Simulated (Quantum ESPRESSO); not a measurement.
# PbS (Galena) (Fm-3m) in Quantum ESPRESSO: notebook

The runs below take PbS (Galena) through phonons, with revPBE, RPBE.

All numbers are computed with Quantum ESPRESSO 7.5; they aren't measurements. Logs are shortened: lines on timing, memory, paths and dates and some standing lists are left out, and cuts for length are marked.

**Measured values to compare with.**

A printed reference work, monograph reports, for a bulk crystal of PbS at 300 K: high-frequency dielectric constant 17.2.

The results are compared with them further down.

## 1. Starting point

It takes space group Fm-3m (No. 225, cubic). Conventional cell: a = 5.931 Å, b = 5.931 Å, c = 5.931 Å, α = 90.00°, β = 90.00°, γ = 90.00°. Pb (site symmetry m-3m) is surrounded by 6 S at 2.97 Å. S (site symmetry m-3m) is surrounded by 6 Pb at 2.97 Å.

## 2. Phonons, revPBE

The input, pw.in:

```
&CONTROL
  calculation = 'scf'
  prefix = 'pwscf'
  outdir = './tmp'
  pseudo_dir = './pseudo'
  tprnfor = .true.
  tstress = .true.
  disk_io = 'low'
/
&SYSTEM
  ibrav = 0
  nat = 2
  ntyp = 2
  ecutwfc = 56
  nbnd = 16
  input_dft = 'revpbe'
  occupations = 'smearing'
  smearing = 'fd'
  degauss = 0.00367493
/
&ELECTRONS
  conv_thr = 4d-10
  electron_maxstep = 120
  mixing_beta = 0.5
/
ATOMIC_SPECIES
Pb   207.2000 Pb.upf
S     32.0600 S.upf
CELL_PARAMETERS angstrom
   0.0000000000    2.9657500000    2.9657500000
   2.9657500000    0.0000000000    2.9657500000
   2.9657500000    2.9657500000    0.0000000000
ATOMIC_POSITIONS crystal
Pb     0.0000000000    0.0000000000    0.0000000000
S      0.5000000000    0.5000000000    0.5000000000
K_POINTS automatic
6 6 6 1 1 1
```

The input, relax.in:

```
&CONTROL
  calculation = 'vc-relax'
  prefix = 'pwscf'
  outdir = './tmp'
  pseudo_dir = './pseudo'
  tprnfor = .true.
  tstress = .true.
  disk_io = 'low'
  nstep = 40
  forc_conv_thr = 0.0001
  etot_conv_thr = 1d-06
/
&SYSTEM
  ibrav = 0
  nat = 2
  ntyp = 2
  ecutwfc = 56
  nbnd = 16
  input_dft = 'revpbe'
  occupations = 'smearing'
  smearing = 'fd'
  degauss = 0.00367493
/
&ELECTRONS
  conv_thr = 4d-10
  electron_maxstep = 120
  mixing_beta = 0.5
/
&IONS
  ion_dynamics = 'bfgs'
/
&CELL
  cell_dynamics = 'bfgs'
  press = 0
  press_conv_thr = 0.2
/
ATOMIC_SPECIES
Pb   207.2000 Pb.upf
S     32.0600 S.upf
CELL_PARAMETERS angstrom
   0.0000000000    2.9657500000    2.9657500000
   2.9657500000    0.0000000000    2.9657500000
   2.9657500000    2.9657500000    0.0000000000
ATOMIC_POSITIONS crystal
Pb     0.0000000000    0.0000000000    0.0000000000
S      0.5000000000    0.5000000000    0.5000000000
K_POINTS automatic
6 6 6 1 1 1
```

The input, gamma.in:

```
&CONTROL
  calculation = 'bands'
  prefix = 'pwscf'
  outdir = './tmp'
  pseudo_dir = './pseudo'
  disk_io = 'low'
  verbosity = 'high'
/
&SYSTEM
  ibrav = 0
  nat = 2
  ntyp = 2
  ecutwfc = 56
  nbnd = 16
  input_dft = 'revpbe'
  occupations = 'smearing'
  smearing = 'fd'
  degauss = 0.00367493
/
&ELECTRONS
  conv_thr = 1d-08
  electron_maxstep = 120
  mixing_beta = 0.5
  diago_full_acc = .true.
  startingwfc = 'random'
/
ATOMIC_SPECIES
Pb   207.2000 Pb.upf
S     32.0600 S.upf
CELL_PARAMETERS angstrom
   0.0000000000    3.0292904394    3.0292904394
   3.0292904394    0.0000000000    3.0292904394
   3.0292904394    3.0292904394    0.0000000000
ATOMIC_POSITIONS crystal
Pb     0.0000000000    0.0000000000    0.0000000000
S      0.5000000000    0.5000000000    0.5000000000
K_POINTS crystal
1
0.0 0.0 0.0 1
```

The input, scf2.in:

```
&CONTROL
  calculation = 'scf'
  prefix = 'pwscf'
  outdir = './tmp'
  pseudo_dir = './pseudo'
  tprnfor = .true.
  tstress = .true.
  disk_io = 'low'
/
&SYSTEM
  ibrav = 0
  nat = 2
  ntyp = 2
  ecutwfc = 56
  nbnd = 16
  input_dft = 'revpbe'
  occupations = 'fixed'
/
&ELECTRONS
  conv_thr = 1d-13
  electron_maxstep = 120
  mixing_beta = 0.5
  startingpot = 'file'
/
ATOMIC_SPECIES
Pb   207.2000 Pb.upf
S     32.0600 S.upf
CELL_PARAMETERS angstrom
   0.0000000000    3.0292904394    3.0292904394
   3.0292904394    0.0000000000    3.0292904394
   3.0292904394    3.0292904394    0.0000000000
ATOMIC_POSITIONS crystal
Pb     0.0000000000    0.0000000000    0.0000000000
S      0.5000000000    0.5000000000    0.5000000000
K_POINTS automatic
6 6 6 1 1 1
```

The input, ph.in:

```
phonons of PbS
&INPUTPH
  prefix = 'pwscf'
  outdir = './tmp'
  tr2_ph = 1d-18
  fildyn = 'dyn'
  niter_ph = 90
  alpha_mix(1) = 0.7
  epsil = .true.
/
0.0000000000 0.0000000000 0.0000000000
```

The input, dynmat.in:

```
&INPUT
  fildyn = 'dyn'
  asr = 'crystal'
  lperm = .true.
  filout = 'dynmat.disp'
  fileig = 'dynmat.eig'
/
```

The input, dynmat_lo.in:

```
&INPUT
  fildyn = 'dyn'
  asr = 'crystal'
  filout = 'dynmat_lo.disp'
  fileig = 'dynmat_lo.eig'
  q(1) = 0
  q(2) = 0
  q(3) = 1
/
```

Potentials or basis: PseudoDojo 0.4.1 SR PBE standard.

The run is started by

```bash
OMP_NUM_THREADS=1 mpirun -n 4 pw.x -nk 4 -in pw.in > pw.out
OMP_NUM_THREADS=1 mpirun -n 4 pw.x -nk 4 -in relax.in > relax.out
OMP_NUM_THREADS=1 mpirun -n 4 pw.x -in gamma.in > gamma.out
OMP_NUM_THREADS=1 mpirun -n 4 pw.x -nk 4 -in scf2.in > scf2.out
OMP_NUM_THREADS=1 mpirun -n 4 ph.x -nk 4 -in ph.in > ph.out
OMP_NUM_THREADS=1 mpirun -n 1 dynmat.x -in dynmat.in > dynmat.out
OMP_NUM_THREADS=1 mpirun -n 1 dynmat.x -in dynmat_lo.in > dynmat_lo.out
```

pw.out:

```text
This program is part of the open-source Quantum ESPRESSO suite
     for quantum simulation of materials; please cite
         "P. Giannozzi et al., J. Phys.:Condens. Matter 21 395502 (2009);
         "P. Giannozzi et al., J. Phys.:Condens. Matter 29 465901 (2017);
         "P. Giannozzi et al., J. Chem. Phys. 152 154105 (2020);
     in publications or presentations arising from this work. More details at

     IMPORTANT: XC functional enforced from input :
     Exchange-correlation= REVPBE
                           (   1   4   4   4   0   0   0)
     Any further DFT definition will be discarded
     Please, verify this is what you really want

     Message from routine setup:
     using ibrav=0 with symmetry is DISCOURAGED, use correct ibrav instead

     K-points division:     npool     =       4
     Subspace diagonalization in iterative solution of the eigenvalue problem:
     a serial algorithm will be used

     G-vector sticks info
     --------------------
     sticks:   dense  smooth     PW     G-vecs:    dense   smooth      PW
     Sum         955     955    301                19891    19891    3383

     Using Slab Decomposition

     bravais-lattice index     =            0
     lattice parameter (alat)  =       7.9259  a.u.
     unit-cell volume          =     352.0710 (a.u.)^3
     number of atoms/cell      =            2
     number of atomic types    =            2
     number of electrons       =        20.00
     number of Kohn-Sham states=           16
     kinetic-energy cutoff     =      56.0000  Ry
     charge density cutoff     =     224.0000  Ry
     scf convergence threshold =      4.0E-10
     mixing beta               =       0.5000
     number of iterations used =            8  plain     mixing
     Exchange-correlation= REVPBE
                           (   1   4   4   4   0   0   0)

     celldm(1)=   7.925897  celldm(2)=   0.000000  celldm(3)=   0.000000
     celldm(4)=   0.000000  celldm(5)=   0.000000  celldm(6)=   0.000000

[... 8 lines left out ...]
               b(3) = (  0.707107  0.707107 -0.707107 )

     PseudoPot. # 1 for Pb read from file:
     Pb.upf
     Pseudo is Norm-conserving + core correction, Zval = 14.0
     Generated using ONCVPSP code by D. R. Hamann
     Using radial grid of 1678 points,  6 beta functions with:
                l(1) =   0
                l(2) =   0
                l(3) =   1
                l(4) =   1
                l(5) =   2
                l(6) =   2

     PseudoPot. # 2 for S  read from file:
     S.upf
     Pseudo is Norm-conserving + core correction, Zval =  6.0
     Generated using ONCVPSP code by D. R. Hamann
     Using radial grid of 1146 points,  6 beta functions with:
                l(1) =   0
                l(2) =   0
                l(3) =   1
                l(4) =   1
                l(5) =   2
                l(6) =   2

     atomic species   valence    mass     pseudopotential
     Pb               14.00   207.20000     Pb( 1.00)
     S                 6.00    32.06000     S ( 1.00)

     48 Sym. Ops., with inversion, found

   Cartesian axes

     site n.     atom                  positions (alat units)
         1        Pb     tau(   1) = (   0.0000000   0.0000000   0.0000000  )
         2        S      tau(   2) = (   0.7071068   0.7071068   0.7071068  )

     number of k points=    28  Fermi-Dirac smearing, width (Ry)=  0.0037
                       cart. coord. in units 2pi/alat
        k(    1) = (   0.0589256   0.0589256   0.0589256), wk =   0.0185185
        k(    2) = (   0.1767767   0.1767767  -0.0589256), wk =   0.0555556
        k(    3) = (   0.2946278   0.2946278  -0.1767767), wk =   0.0555556
        k(    4) = (  -0.2946278  -0.2946278   0.4124790), wk =   0.0555556
        k(    5) = (  -0.1767767  -0.1767767   0.2946278), wk =   0.0555556
        k(    6) = (  -0.0589256  -0.0589256   0.1767767), wk =   0.0555556
[... 20 lines left out ...]
        k(   27) = (   0.2946278   0.2946278   0.2946278), wk =   0.0185185
        k(   28) = (  -0.2946278  -0.2946278   0.8838835), wk =   0.0555556

     Dense  grid:    19891 G-vectors     FFT dimensions: (  40,  40,  40)

     Initial potential from superposition of free atoms

     starting charge      19.9978, renormalised to      20.0000
     Starting wfcs are   13 randomized atomic wfcs +    3 random wfcs

     Self-consistent Calculation

     iteration #  1     ecut=    56.00 Ry     beta= 0.50
     Davidson diagonalization with overlap
     ethr =  1.00E-02,  avg # of iterations =  5.8

     Threshold (ethr) on eigenvalues was too large:
     Diagonalizing with lowered threshold

     Davidson diagonalization with overlap
     ethr =  7.06E-04,  avg # of iterations =  1.4

     total energy              =    -162.94191758 Ry
     estimated scf accuracy    <       0.13767038 Ry

     iteration #  2     ecut=    56.00 Ry     beta= 0.50
     Davidson diagonalization with overlap
     ethr =  6.88E-04,  avg # of iterations =  2.5
[... 43 lines left out ...]
     total energy              =    -162.98194561 Ry
     estimated scf accuracy    <       0.00000001 Ry

     iteration #  9     ecut=    56.00 Ry     beta= 0.50
     Davidson diagonalization with overlap
     ethr =  5.36E-11,  avg # of iterations =  2.0

     End of self-consistent calculation

          k = 0.0589 0.0589 0.0589 (  2514 PWs)   bands (ev):

    -8.0752  -8.0737  -8.0737  -8.0548  -8.0548  -4.7427   2.5575   6.6345
     6.6345   6.7801  13.3805  13.6318  13.6318  15.5637  15.7210  15.7210

          k = 0.1768 0.1768-0.0589 (  2508 PWs)   bands (ev):

    -8.0745  -8.0717  -8.0702  -8.0596  -8.0474  -4.4391   1.7297   6.2895
     6.9037   7.5675  11.4829  12.1342  13.0699  15.7796  16.0334  17.0174

          k = 0.2946 0.2946-0.1768 (  2489 PWs)   bands (ev):

    -8.0861  -8.0825  -8.0711  -8.0380  -8.0329  -3.8335   0.5127   6.3126
     7.0322   8.3126   9.8860  11.0313  11.9912  16.4572  17.3991  18.6875

          k =-0.2946-0.2946 0.4125 (  2494 PWs)   bands (ev):

    -8.0947  -8.0847  -8.0704  -8.0315  -8.0253  -3.5480   0.0477   6.6017
     6.8238   8.2547   9.6867  11.0620  11.3551  17.1568  18.9084  19.0131

          k =-0.1768-0.1768 0.2946 (  2502 PWs)   bands (ev):
[... 6 lines left out ...]
    -8.0778  -8.0695  -8.0681  -8.0628  -8.0501  -4.5863   2.1306   6.4638
     6.5129   7.4059  11.8352  13.2742  13.4278  14.9884  16.4376  16.6090

          k = 0.2946 0.0589 0.0589 (  2509 PWs)   bands (ev):

    -8.0911  -8.0827  -8.0582  -8.0542  -8.0419  -4.2825   1.6480   6.1741
     6.2083   7.6429  10.8736  13.1744  13.4078  14.3657  17.6945  17.8399

          k = 0.4125 0.1768-0.0589 (  2493 PWs)   bands (ev):

    -8.1193  -8.0806  -8.0594  -8.0409  -8.0301  -3.7761   0.9798   5.6070
     6.1760   7.0525  11.2591  12.4412  13.0005  15.0062  18.6904  19.3284

          k =-0.1768-0.4125 0.5303 (  2487 PWs)   bands (ev):

    -8.1260  -8.0715  -8.0615  -8.0441  -8.0249  -3.3526   0.3713   5.2912
     5.8615   7.5436  10.6649  12.2436  12.8859  16.3312  17.9688  19.6728

          k =-0.0589-0.2946 0.4125 (  2490 PWs)   bands (ev):

    -8.1098  -8.0712  -8.0654  -8.0427  -8.0354  -3.6030   0.6090   5.2206
     6.4783   7.8739  10.3990  11.6676  13.0167  16.3516  18.2313  18.9013

          k = 0.0589-0.1768 0.2946 (  2498 PWs)   bands (ev):

    -8.0868  -8.0760  -8.0669  -8.0537  -8.0387  -4.1551   1.2717   5.9664
     6.7620   7.8721  10.5897  12.0298  12.9582  15.3336  17.2465  18.0838

          k = 0.5303 0.0589 0.0589 (  2479 PWs)   bands (ev):

    -8.1713  -8.0943  -8.0370  -8.0265  -8.0229  -3.4523   1.2791   4.8309
     5.5833   5.6928  12.8638  13.1909  13.9621  14.2740  19.5774  20.2726

          k =-0.0589-0.5303 0.6482 (  2483 PWs)   bands (ev):

    -8.1808  -8.0871  -8.0411  -8.0286  -8.0177  -3.1614   1.0975   3.9934
     5.1876   6.3813  12.5643  13.1350  13.9941  15.0428  19.3094  20.5570

          k = 0.0589-0.4125 0.5303 (  2494 PWs)   bands (ev):

    -8.1434  -8.0661  -8.0559  -8.0476  -8.0253  -3.2305   0.5735   4.4928
     5.6427   7.3870  11.0427  12.6114  13.4801  16.3078  17.7419  19.5612

          k = 0.1768-0.2946 0.4125 (  2486 PWs)   bands (ev):

    -8.1026  -8.0783  -8.0672  -8.0398  -8.0277  -3.5764   0.3076   5.9461
     6.5980   7.9310  10.1204  11.4187  12.2747  16.4485  18.3558  19.1303

          k =-0.6482 0.0589 0.0589 (  2484 PWs)   bands (ev):

    -8.1979  -8.0973  -8.0316  -8.0188  -8.0173  -3.1787   1.4379   3.8227
     5.4334   5.5123  12.7779  14.1386  14.2237  14.4578  20.0383  20.5757

          k =-0.5303 0.1768-0.0589 (  2486 PWs)   bands (ev):

    -8.1563  -8.0847  -8.0495  -8.0305  -8.0234  -3.3993   0.9444   4.9282
     5.3625   6.5624  12.1473  13.0625  13.2711  14.9710  19.5299  19.9832

          k =-0.4125 0.0589 0.0589 (  2487 PWs)   bands (ev):

    -8.1300  -8.0890  -8.0467  -8.0396  -8.0320  -3.8715   1.3335   5.8240
     5.8514   6.4601  11.7460  13.1247  13.6247  14.1014  18.8931  19.0230

          k = 0.1768 0.1768 0.1768 (  2511 PWs)   bands (ev):

    -8.0756  -8.0756  -8.0735  -8.0466  -8.0466  -4.3029   1.3472   6.7721
     6.7721   7.6231  11.2020  12.0381  12.0381  15.7534  16.7631  16.7631

          k = 0.2946 0.2946 0.0589 (  2495 PWs)   bands (ev):
[... 21 lines left out ...]
    -8.1399  -8.0692  -8.0615  -8.0418  -8.0250  -3.3133   0.6331   4.9014
     5.2670   7.6194  10.8573  12.8384  13.1960  16.2214  17.8992  19.8038

          k =-0.0589-0.2946 0.6482 (  2495 PWs)   bands (ev):

    -8.1609  -8.0695  -8.0538  -8.0458  -8.0178  -3.1432   0.8177   4.3244
     4.7637   7.5120  11.2121  13.2521  13.6267  16.2233  17.7117  20.6342

          k =-0.7660 0.1768 0.1768 (  2487 PWs)   bands (ev):

    -8.1641  -8.0782  -8.0484  -8.0331  -8.0232  -3.1800   0.7945   4.1650
     5.8704   6.3440  12.1102  12.8973  13.7846  15.0987  19.1535  19.6129

          k = 0.2946 0.2946 0.2946 (  2485 PWs)   bands (ev):

    -8.0871  -8.0871  -8.0724  -8.0287  -8.0287  -3.6955   0.1681   6.9602
     6.9602   8.4825   9.6224  10.9426  10.9426  17.0201  18.4321  18.4321

          k =-0.2946-0.2946 0.8839 (  2489 PWs)   bands (ev):

    -8.1087  -8.0765  -8.0648  -8.0392  -8.0285  -3.4441   0.2018   5.6089
     6.6719   7.7125  10.3085  11.3418  12.5010  17.0769  18.2394  18.3827

     the Fermi energy is     9.0411 ev

!    total energy              =    -162.98194561 Ry
     estimated scf accuracy    <          1.9E-10 Ry
     smearing contrib. (-TS)   =      -0.00000003 Ry
     internal energy E=F+TS    =    -162.98194558 Ry

     The total energy is F=E-TS. E is the sum of the following terms:
     one-electron contribution =     -35.86508953 Ry
     hartree contribution      =      30.54540678 Ry
     xc contribution           =     -46.43261875 Ry
     ewald contribution        =    -111.22964409 Ry

     convergence has been achieved in   9 iterations

     Forces acting on atoms (cartesian axes, Ry/au):

     atom    1 type  1   force =     0.00000000    0.00000000   -0.00000000
     atom    2 type  2   force =     0.00000000    0.00000000    0.00000000

     Total force =     0.000000     Total SCF correction =     0.000000

     Computing stress (Cartesian axis) and pressure

          total   stress  (Ry/bohr**3)                   (kbar)     P=       35.77
   0.00024317  -0.00000000  -0.00000000           35.77       -0.00       -0.00
  -0.00000000   0.00024317  -0.00000000           -0.00       35.77       -0.00
  -0.00000000  -0.00000000   0.00024317           -0.00       -0.00       35.77

=------------------------------------------------------------------------------=
   JOB DONE.
=------------------------------------------------------------------------------=
```

Wall time 3.4 min (4 MPI ranks of Intel Xeon Platinum 8259CL at 2.50GHz (Skylake/Cascade Lake), shared host); peak memory 0.36 GiB.

Results:

```
Free energy                                             : -2217.5186 eV
Relaxed volume                                          : 27.80 Å³/atom
Relaxed cell                                            : a = 4.284 Å, b = 4.284 Å, c = 4.284 Å, α = 60.00°, β = 60.00°, γ = 60.00°
Space group after relaxing (to 0.05 Å)                  : Fm-3m (No. 225)
Pressure after relaxing                                 : 0.0 GPa
Electronic dielectric tensor (diagonal)                 : 13.96
Born charges (mean of the diagonal)                     : Pb +4.38; S -4.36 e
Highest phonon frequency at Γ, LO-TO splitting left out : 26 cm⁻¹
Static dielectric tensor (diagonal)                     : 895.13
```

The path:
| step | energy change (eV) | largest force (eV/Å) | pressure (GPa) | volume (Å³) |
| --- | --- | --- | --- | --- |
| 1 | 0.0000 | 0.0000 | 3.58 | 52.17 |
| 2 | -0.0180 | 0.0000 | 2.46 | 53.13 |
| 3 | -0.0305 | 0.0000 | 1.33 | 54.20 |
| 4 | -0.0362 | 0.0000 | 0.09 | 55.50 |
| 5 | -0.0362 | 0.0000 | 0.00 | 55.60 |
| 6 | -0.0362 | 0.0000 | 0.00 | 55.60 |

Final structure:
```
CELL_PARAMETERS angstrom
0.00000 3.02929 3.02929
3.02929 0.00000 3.02929
3.02929 3.02929 0.00000
ATOMIC_POSITIONS crystal
Pb 0.00000 0.00000 0.00000
S 0.50000 0.50000 0.50000
```

Phonon frequencies in cm⁻¹ (negative: imaginary):
```csv
q point,frequencies
"(0.000, 0.000, 0.000)",-1 -1 -1 26 26 26
```

Electronic dielectric tensor:
```
13.96  0.00  0.00
 0.00 13.96  0.00
 0.00  0.00 13.96
```

Born effective charge tensors (e):
atom 1, Pb
```
4.38 0.00 0.00
0.00 4.38 0.00
0.00 0.00 4.38
```
atom 2, S
```
-4.36  0.00  0.00
 0.00 -4.36  0.00
 0.00  0.00 -4.36
```

Optical modes at Γ, degenerate ones joined, polar ones without the macroscopic field:
```csv
cm⁻¹,components,symmetry,active in,"IR intensity, summed ((D/Å)²/amu)"
26,3,T1u,IR,47.65
```

Zone-centre frequencies without and with the macroscopic field along z (cm⁻¹):
```csv
,optical modes in rising order
without,26 26 26
with the field,26 26 211
```

Static dielectric tensor, electrons and zone-centre modes:
```
895.13   0.00   0.00
  0.00 895.13   0.00
  0.00   0.00 895.13
```

Caveat: the potentials were made for another functional, which shifts forces and pressure. Spin-orbit coupling is left out, which matters for the levels of Pb.

[end of part 1 of 2]
